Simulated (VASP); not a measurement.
# Cu16H in VASP: notebook

Aim: see how the results for Cu16H move with the level of theory and the settings. Levels: PBE+D3(BJ), optB86b-vdW, rev-vdW-DF2. Tasks: single point.

Program: VASP 6.6.1. These are calculated values, not measurements. Logs are shortened: lines on timing, memory, paths and dates and some standing lists are left out, and cuts for length are marked.

### 1 The structure

The cell holds a slab with vacuum, 17 atoms: a = 5.105 Å, b = 5.105 Å, c = 21.915 Å, α = 90.00°, β = 90.00°, γ = 90.00°.

The cell was built by a generator and needn't be a form met in nature.

### 2 Single point, PBE+D3(BJ)

Contents of INCAR:

```
ALGO = Fast
EDIFF = 1E-6
ENCUT = 400
GGA = PE
ISIF = 2
ISMEAR = 1
ISYM = 0
IVDW = 12
KPAR = 4
LASPH = True
LCHARG = False
LREAL = Auto
LWAVE = False
NBANDS = 102
NELM = 60
PREC = Accurate
SIGMA = 0.1
```

Contents of KPOINTS:

```
k-points
0
Gamma
  6 6 1
```

Contents of POSCAR:

```
Cu16H
1.0
    5.1053109602      0.0000000000      0.0000000000
    0.0000000000      5.1053109602      0.0000000000
    0.0000000000      0.0000000000     21.9150000000
Cu H
16 1
Direct
    0.2500000000      0.2500000000      0.1141000000
    0.7500000000      0.2500000000      0.1141000000
    0.2500000000      0.7500000000      0.1141000000
    0.7500000000      0.7500000000      0.1141000000
    0.0000000000      0.0000000000      0.1964000000
    0.5000000000      0.0000000000      0.1964000000
    0.0000000000      0.5000000000      0.1964000000
    0.5000000000      0.5000000000      0.1964000000
    0.2502000000      0.2503000000      0.2801000000
    0.7503000000      0.2503000000      0.2769000000
    0.2503000000      0.7503000000      0.2769000000
    0.7502000000      0.7502000000      0.2755000000
    0.9988000000      0.9988000000      0.3582000000
    0.5023000000      0.9986000000      0.3582000000
    0.9985000000      0.5023000000      0.3582000000
    0.5020000000      0.5021000000      0.3581000000
    0.7515000000      0.7516000000      0.3828000000
```

Potentials or basis: VASP PAW PBE potentials, release 64 (Cu, H).

Launch:

```sh
> cat potpaw_PBE.64/Cu/POTCAR potpaw_PBE.64/H/POTCAR > POTCAR
> mpirun -np 4 vasp_std > vasp.out
```

OUTCAR:

```text
EDIFF = 1E-6
   ENCUT = 400
   GGA = PE
   ISIF = 2
   ISMEAR = 1
   ISYM = 0
   IVDW = 12
   LASPH = True
   LREAL = Auto
   NELM = 60
   PREC = Accurate
 IVDW          = 12

 ion  position               nearest neighbor table
   1  0.250  0.250  0.114-   5 2.55   6 2.55   7 2.55   8 2.55   2 2.55   3 2.55   3 2.55   2 2.55

   2  0.750  0.250  0.114-   5 2.55   6 2.55   7 2.55   8 2.55   1 2.55   4 2.55   4 2.55   1 2.55

   3  0.250  0.750  0.114-   5 2.55   6 2.55   7 2.55   8 2.55   1 2.55   4 2.55   1 2.55   4 2.55

   4  0.750  0.750  0.114-   5 2.55   6 2.55   7 2.55   8 2.55   2 2.55   3 2.55   2 2.55   3 2.55

   5  0.000  0.000  0.196-  12 2.50  11 2.52  10 2.52   4 2.55   1 2.55   2 2.55   3 2.55   7 2.55
                             6 2.55   7 2.55   6 2.55   9 2.57
   6  0.500  0.000  0.196-  12 2.50  11 2.52  10 2.53   4 2.55   1 2.55   2 2.55   3 2.55   8 2.55
                             5 2.55   8 2.55   5 2.55   9 2.57
   7  0.000  0.500  0.196-  12 2.50  10 2.52  11 2.53   4 2.55   1 2.55   2 2.55   3 2.55   8 2.55
                             5 2.55   5 2.55   8 2.55   9 2.57
   8  0.500  0.500  0.196-  12 2.50  11 2.52  10 2.52   4 2.55   1 2.55   2 2.55   3 2.55   7 2.55
                             6 2.55   6 2.55   7 2.55   9 2.57
   9  0.250  0.250  0.280-  13 2.50  16 2.50  15 2.50  14 2.50  10 2.55  11 2.55  11 2.55  10 2.55
                             8 2.57   7 2.57   6 2.57   5 2.57
  10  0.750  0.250  0.277-   7 2.52   5 2.52   8 2.52   6 2.53  16 2.53  14 2.54  13 2.54  15 2.54
                            12 2.55   9 2.55  12 2.55   9 2.55
  11  0.250  0.750  0.277-   6 2.52   5 2.52   8 2.52   7 2.53  16 2.53  15 2.54  13 2.54  14 2.54
                            12 2.55  12 2.55   9 2.55   9 2.55
  12  0.750  0.750  0.276-   5 2.50   6 2.50   7 2.50   8 2.50  16 2.55  15 2.55  14 2.55  13 2.55
                            10 2.55  11 2.55  11 2.55  10 2.55
  13  0.999  0.999  0.358-   9 2.50  14 2.53  15 2.53  10 2.54  11 2.54  12 2.55  14 2.57  15 2.57

  14  0.502  0.999  0.358-   9 2.50  13 2.53  16 2.53  10 2.54  11 2.54  12 2.55  13 2.57  16 2.57

  15  0.998  0.502  0.358-   9 2.50  13 2.53  16 2.53  11 2.54  10 2.54  12 2.55  13 2.57  16 2.57

  16  0.502  0.502  0.358-   9 2.50  11 2.53  15 2.53  14 2.53  10 2.53  12 2.55  15 2.57  14 2.57

  17  0.752  0.752  0.383-

IMPORTANT INFORMATION: All symmetrisations will be switched off!
NOSYMM: (Re-)initialisation of all symmetry stuff for point group C_1.

----------------------------------------------------------------------------------------

                                     Primitive cell

  volume of cell :     571.1969

  direct lattice vectors                    reciprocal lattice vectors
     5.105310960  0.000000000  0.000000000     0.195874455  0.000000000  0.000000000
     0.000000000  5.105310960  0.000000000     0.000000000  0.195874455  0.000000000
     0.000000000  0.000000000 21.915000000     0.000000000  0.000000000  0.045630846

  length of vectors
     5.105310960  5.105310960 21.915000000     0.195874455  0.195874455  0.045630846

  position of ions in fractional coordinates (direct lattice)
     0.250000000  0.250000000  0.114100000
     0.750000000  0.250000000  0.114100000
     0.250000000  0.750000000  0.114100000
     0.750000000  0.750000000  0.114100000
     0.000000000  0.000000000  0.196400000
     0.500000000  0.000000000  0.196400000
[... 9 lines left out ...]
     0.502000000  0.502100000  0.358100000
     0.751500000  0.751600000  0.382800000

  ion indices of the primitive-cell ions
   primitive index   ion index
                 1           1
                 2           2
                 3           3
                 4           4
                 5           5
                 6           6
[... 9 lines left out ...]
                16          16
                17          17

----------------------------------------------------------------------------------------

 KPOINTS: k-points

Automatic generation of k-mesh.
 Grid dimensions read from file:
 generate k-points for:    6    6    1

 Generating k-lattice:

  Cartesian coordinates                     Fractional coordinates (reciprocal lattice)
     0.032645742  0.000000000  0.000000000     0.166666667  0.000000000  0.000000000
     0.000000000  0.032645742  0.000000000     0.000000000  0.166666667  0.000000000
     0.000000000  0.000000000  0.045630846     0.000000000  0.000000000  1.000000000

  Length of vectors
     0.032645742  0.032645742  0.045630846

  Shift w.r.t. Gamma in fractional coordinates (k-lattice)
     0.000000000  0.000000000  0.000000000

 Subroutine IBZKPT returns following result:
 ===========================================

 Found     20 irreducible k-points:

 Following reciprocal coordinates:
            Coordinates               Weight
  0.000000  0.000000  0.000000      1.000000
  0.166667  0.000000  0.000000      2.000000
  0.000000  0.166667  0.000000      2.000000
  0.333333  0.000000  0.000000      2.000000
  0.000000  0.333333  0.000000      2.000000
  0.500000  0.000000  0.000000      1.000000
[... 12 lines left out ...]
 -0.333333  0.500000  0.000000      2.000000
  0.500000  0.500000  0.000000      1.000000
   k-points           NKPTS =     20   k-points in BZ     NKDIM =     20   number of bands    NBANDS=    102
   number of dos      NEDOS =    301   number of ions     NIONS =     17
   total plane-waves  NPLWV = 186624
   dimension x,y,z NGX =    36 NGY =   36 NGZ =  144
   dimension x,y,z NGXF=    72 NGYF=   72 NGZF=  288
   ions per type =              16   1
   NGX,Y,Z   is equivalent  to a cutoff of  11.72, 11.72, 10.92 a.u.
   NGXF,Y,Z  is equivalent  to a cutoff of  23.45, 23.45, 21.85 a.u.
 SYSTEM =  unknown system
   PREC   = accura    normal or accurate (medium, high low for compatibility)
   ISTART =      0    job   : 0-new  1-cont  2-samecut
   ICHARG =      2    charge: 1-file 2-atom 10-const
   ISPIN  =      1    spin polarized calculation?
   LNONCOLLINEAR =      F non collinear calculations
   LSORBIT =      F    spin-orbit coupling
   LASPH  =      T    aspherical Exc in radial PAW
   ENCUT  =  400.0 eV  29.40 Ry    5.42 a.u.   8.33  8.33 35.74*2*pi/ulx,y,z
   NELM   =     60;   NELMIN=  2; NELMDL= -5     # of ELM steps
   EDIFF  = 0.1E-05   stopping-criterion for ELM
   LREAL  =      T    real-space projection
   EDIFFG = 0.1E-04   stopping-criterion for IOM
   NSW    =      0    number of steps for IOM
   IBRION =     -1    ionic relax: 0-MD 1-quasi-New 2-CG
   NFREE  =      0    steps in history (QN), initial steepest desc. (CG)
   ISIF   =      2    stress and relaxation
   ISYM   =      0    0-nonsym 1-usesym 2-fastsym
   POTIM  = 0.5000    time-step for ionic-motion
   TEBEG  =    0.0;   TEEND  =   0.0 temperature during run
   PSTRESS=    0.0 pullay stress
   NELECT =     177.0000    total number of electrons
   NUPDOWN=      -1.0000    fix difference up-down
   EMIN   =  10.00;   EMAX   =-10.00  energy-range for DOS
   EFERMI =   0.00;   METHOD = LEGACY
   ISMEAR =     1;   SIGMA  =   0.10  broadening in eV -4-tet -1-fermi 0-gaus
   EFERMI_NEDOS =   21; number of points for ismear=-14 and -15
   IALGO  =     68    algorithm
   IMIX   =      4    mixing-type and parameters
     AMIX     =   0.40;   BMIX     =  1.00
     AMIX_MAG =   1.60;   BMIX_MAG =  1.00
  volume/ion in A,a.u.               =      33.60       226.74
  Fermi-wavevector in a.u.,A,eV,Ry     =   1.107824  2.093483 16.698066  1.227273
  Thomas-Fermi vector in A             =   2.244343
   LORBIT       =      0    0 simple, 1 ext, 2 COOP (PROOUT), +10 PAW based schemes
   GGA     = PE    functional components
   LHFCALC =     F    Hartree Fock is set to
   AEXX    =    0.0000 exact exchange contribution
   IVDW    =    12    specifies the selected vdW correction
   LEPSILON=     F    determine dielectric tensor
   LRPA    =     F    only Hartree local field effects (RPA)
 non-spin polarized calculation
 RMM-DIIS sequential band-by-band and
 Methfessel and Paxton  Order N= 1 SIGMA  =   0.10
  energy-cutoff  :      400.00
  volume of cell :      571.20
 maximum number of plane-waves:     10427
 NGX is ok and might be reduce to    36
   NGX = 17   NGY = 17   NGZ = 71

 number of electron     177.0000292 magnetization

 Free energy of the ion-electron system (eV)
  ---------------------------------------------------
  ext. energy  EPLUGINS =         0.00000000
  ---------------------------------------------------
  free energy    TOTEN  =       -58.40332182 eV

  energy without entropy =      -58.40479372  energy(sigma->0) =      -58.40381245

 E-fermi :  -0.4696     XC(G=0):  -5.1023

 val. band max:       -0.4773262362   @ k =   0.0000   0.0000   0.0000
 cond. band min:      -0.4656978435   @ k =   0.0000   0.3333   0.0000
 fundamental gap:      0.0116283926
 Fermi energy:        -0.4696058823

 k-point     1 :       0.0000    0.0000    0.0000
  band No.  band energies     occupation
      1      -9.4679      2.00000
      2      -8.1684      2.00000
      3      -6.5419      2.00000
      4      -5.4863      2.00000
      5      -5.4525      2.00000
      6      -5.3988      2.00000
[... 92 lines left out ...]
     99       2.8879      0.00000
    100       3.7914      0.00000

 k-point     2 :       0.1667    0.0000    0.0000
  band No.  band energies     occupation
      1      -9.3095      2.00000
      2      -8.0466      2.00000
      3      -6.5009      2.00000
      4      -5.9364      2.00000
      5      -5.4548      2.00000
      6      -5.3682      2.00000
[... 1843 lines left out ...]
     99       4.3659      0.00000
    100       4.4804      0.00000

 k-point    20 :       0.5000    0.5000    0.0000
  band No.  band energies     occupation
      1      -7.7809      2.00000
      2      -6.6176      2.00000
      3      -6.6172      2.00000
      4      -6.5675      2.00000
      5      -6.2630      2.00000
      6      -5.3313      2.00000
[... 92 lines left out ...]
     99       4.6151      0.00000
    100       4.6472      0.00000
 [bands above 100 left out]

------------------------ aborting loop because EDIFF is reached ----------------------------------------

 Edisp (eV)   -6.66454

 E8    (eV) :    -2.9664

  FORCE on cell =-STRESS in cart. coord.  units (eV):
  Direction    XX          YY          ZZ          XY          YZ          ZX
  --------------------------------------------------------------------------------------
  -------------------------------------------------------------------------------------
  Total      -9.76555    -9.76558    -2.42017    -0.00100    -0.03728    -0.03380
  in kB     -27.39184   -27.39194    -6.78846    -0.00281    -0.10457    -0.09479
  external pressure =      -20.52 kB  Pullay stress =        0.00 kB

 VOLUME and BASIS-vectors are now :
 -----------------------------------------------------------------------------
  energy-cutoff  :      400.00
  volume of cell :      571.20
      direct lattice vectors                 reciprocal lattice vectors
     5.105310960  0.000000000  0.000000000     0.195874455  0.000000000  0.000000000
     0.000000000  5.105310960  0.000000000     0.000000000  0.195874455  0.000000000
     0.000000000  0.000000000 21.915000000     0.000000000  0.000000000  0.045630846

 POSITION                                       TOTAL-FORCE (eV/Angst)
 -----------------------------------------------------------------------------------
      1.27633      1.27633      2.50050         0.000739      0.000766      0.230182
      3.82898      1.27633      2.50050        -0.000487      0.000669      0.206612
      1.27633      3.82898      2.50050         0.000601     -0.000491      0.206613
      3.82898      3.82898      2.50050        -0.000384     -0.000425      0.248585
      0.00000      0.00000      4.30411         0.083962      0.084057     -0.241043
      2.55266      0.00000      4.30411        -0.078160      0.086707     -0.241123
[... 9 lines left out ...]
      2.56287      2.56338      7.84776        -0.005629     -0.006572      0.022464
      3.83664      3.83715      8.38906        -0.006274     -0.006619      0.009918
 -----------------------------------------------------------------------------------
    total drift:                               -0.002177     -0.002433      0.013355

  FREE ENERGIE OF THE ION-ELECTRON SYSTEM (eV)
  ---------------------------------------------------
  free  energy   TOTEN  =       -65.0678647652 eV

  energy  without entropy=      -65.0693366646  energy(sigma->0) =      -65.06835540
```

Run time: 9.6 min. Hardware: 4 MPI ranks of Intel Xeon Platinum 8259CL at 2.50GHz (Skylake/Cascade Lake), shared host; peak memory 0.75 GiB.

What came out:

| Quantity | Value |
| --- | --- |
| Free energy | -65.0679 eV |
| Largest force | 0.269 eV/Å |
| Band gap on the k mesh | none (metal or under the smearing width) |
| Dispersion energy per atom | -0.392 eV |

Forces in eV/Å, atoms in the order of the input:
```
Cu   0.001  0.001  0.230
Cu   0.000  0.001  0.207
Cu   0.001  0.000  0.207
Cu   0.000  0.000  0.249
Cu   0.084  0.084 -0.241
Cu  -0.078  0.087 -0.241
Cu   0.086 -0.078 -0.242
Cu  -0.081 -0.080 -0.242
Cu   0.001 -0.003 -0.007
Cu  -0.002 -0.003  0.007
Cu  -0.004  0.000  0.007
Cu   0.001  0.002 -0.002
Cu   0.005  0.005  0.013
Cu  -0.009  0.008  0.012
Cu   0.008 -0.009  0.012
Cu  -0.006 -0.007  0.022
H   -0.006 -0.007  0.010
```

Levels at points of the mesh, in eV from the Fermi level:
```
           k point  band 86  band 87  band 88  band 89  band 90  band 91  band 92  band 93
(0.00, 0.00, 0.00)    -0.41    -0.41    -0.32    -0.25    -0.07    -0.01    -0.01     1.12
(0.50, 0.00, 0.00)    -1.03     0.30     0.65     0.69     0.72     0.91     1.31     1.57
(0.00, 0.50, 0.00)    -1.03     0.30     0.65     0.69     0.72     0.91     1.31     1.57
(0.50, 0.50, 0.00)    -1.18    -1.18    -1.12    -0.16     0.30     0.30     0.36     2.18
```

### 3 Single point, optB86b-vdW

Contents of INCAR:

```
AGGAC = 0.0
ALGO = Fast
EDIFF = 1E-6
ENCUT = 400
GGA = MK
ISIF = 2
ISMEAR = 1
ISYM = 0
KPAR = 4
LASPH = True
LCHARG = False
LREAL = Auto
LUSE_VDW = True
LWAVE = False
NBANDS = 102
NELM = 60
PARAM1 = 0.1234
PARAM2 = 1.0
PREC = Accurate
SIGMA = 0.1
```

KPOINTS is that of step 2.

POSCAR is that of step 2.

Potentials or basis: VASP PAW PBE potentials, release 64 (Cu, H).

Launch:

```sh
> cat potpaw_PBE.64/Cu/POTCAR potpaw_PBE.64/H/POTCAR > POTCAR
> mpirun -np 4 vasp_std > vasp.out
```

It took 15 min on 4 MPI ranks of Intel Xeon Platinum 8259CL at 2.50GHz (Skylake/Cascade Lake), shared host; peak memory 1.6 GiB.

It converged, with:

* Free energy: -12.4591 eV
* Largest force: 0.303 eV/Å
* Band gap on the k mesh: none (metal or under the smearing width)

Forces on the atoms (eV/Å):
```
Cu   0.001  0.001  0.202
Cu  -0.001  0.001  0.180
Cu   0.001 -0.001  0.180
Cu   0.000  0.000  0.227
Cu   0.080  0.080 -0.281
Cu  -0.075  0.083 -0.281
Cu   0.083 -0.074 -0.282
Cu  -0.077 -0.077 -0.282
Cu   0.001 -0.003  0.059
Cu  -0.002 -0.003  0.053
Cu  -0.003  0.000  0.053
Cu   0.001  0.001  0.017
Cu   0.012  0.012  0.025
Cu  -0.016  0.015  0.024
Cu   0.015 -0.015  0.024
Cu  -0.013 -0.014  0.034
H   -0.006 -0.006  0.050
```

Levels at points of the mesh, in eV from the Fermi level:
```
           k point  band 87  band 88  band 89  band 90  band 91  band 92
(0.00, 0.00, 0.00)    -0.41    -0.32    -0.26    -0.06     0.01     0.01
(0.50, 0.00, 0.00)     0.29     0.64     0.69     0.71     0.90     1.28
(0.00, 0.50, 0.00)     0.29     0.64     0.69     0.71     0.90     1.28
(0.50, 0.50, 0.00)    -1.21    -1.15    -0.18     0.28     0.28     0.35
```

Caveat: the PAW data sets were made with another functional, which shifts forces and pressure a little.

(Part 1 of 2 ends here.)
